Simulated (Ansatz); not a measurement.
# Li2S: the cell at several levels of theory

An exercise on one series of results from a longer session: the logs are not shown, and one member is left open.

Code: Ansatz 0.2.0. PAW datasets, plane waves, zero pressure. No spin polarisation and no zero-point or thermal motion.

### The system as given

This is the cell as the run starts from it, not yet at rest; its lengths are not the crystal's.

The symmetry is Fm-3m (No. 225, cubic); a = 5.250 Å in the conventional setting, 12.06 Å³ an atom. S has 8 Li at 2.27 Å; Li has 4 S at 2.27 Å.

Structure file:

```cif
data_structure
_symmetry_space_group_name_H-M 'Fm-3m'
_symmetry_Int_Tables_number 225
_cell_length_a 5.2503
_cell_length_b 5.2503
_cell_length_c 5.2503
_cell_angle_alpha 90.000
_cell_angle_beta 90.000
_cell_angle_gamma 90.000
_cell_volume 144.73
loop_
_atom_site_label
_atom_site_type_symbol
_atom_site_symmetry_multiplicity
_atom_site_Wyckoff_symbol
_atom_site_fract_x
_atom_site_fract_y
_atom_site_fract_z
_atom_site_occupancy
S1 S 4 a 0.00000 0.00000 0.00000 1
Li1 Li 8 c 0.25000 0.75000 0.75000 1
```

Set-up of the first run:

input.yaml reads:

```yaml
crystal:
  lattice:
    - [0.0, 2.625142392, 2.625142392]
    - [2.625142392, 0.0, 2.625142392]
    - [2.625142392, 2.625142392, 0.0]
  atoms:
    - { symbol: S, position: [0.0, 0.0, 0.0] }
    - { symbol: Li, position: [0.25, 0.25, 0.25] }
    - { symbol: Li, position: [0.75, 0.75, 0.75] }
kpoints:
  mp_grid: { grid: [8, 8, 8] }
hamiltonian:
  xc: pbe
scf:
  occupations: { method: fermi_dirac, width: 0.02 }
relax:
  f_tol: 0.005
  cell: {}
output:
  write_density: true
  write_potential: true
  elf: true
  volumetric_format: npy
```

Run with:

```
ansatz run input.yaml --threads 4 --pin off --max-ram 7372MiB --backend cpu --events-out ev --progress --plain --runs-dir out
```

Among the steps run: PBE: cell and atoms; Relaxation with r2SCAN; PBEsol: cell and atoms; Relaxing with LDA; Relaxing with HSE06.

One of the session's tables, all rows but one given; the rest of the session is left out.

| level | a (Å) | volume (Å³/atom) |
| --- | --- | --- |
| PBE | ? | ? |
| r2SCAN | 5.691 | 15.356 |
| PBEsol | 5.654 | 15.064 |
| LDA | 5.567 | 14.379 |
| HSE06 | 5.673 | 15.211 |

Estimate the missing values for PBE.

The run gave: a (Å): 5.706; volume (Å³/atom): 15.479. In the column «a (Å)» it is the highest.

What this shows: From the start to the first minimum the volume moved by +28.3 %. The volume runs from LDA (least) to PBE (most), a spread of 7.6 %, or 2.5 % in length if all axes shared it alike. The meshes differ: PBE 8×8×8, r2SCAN 8×8×8, PBEsol 8×8×8, LDA 8×8×8, HSE06 6×6×6.
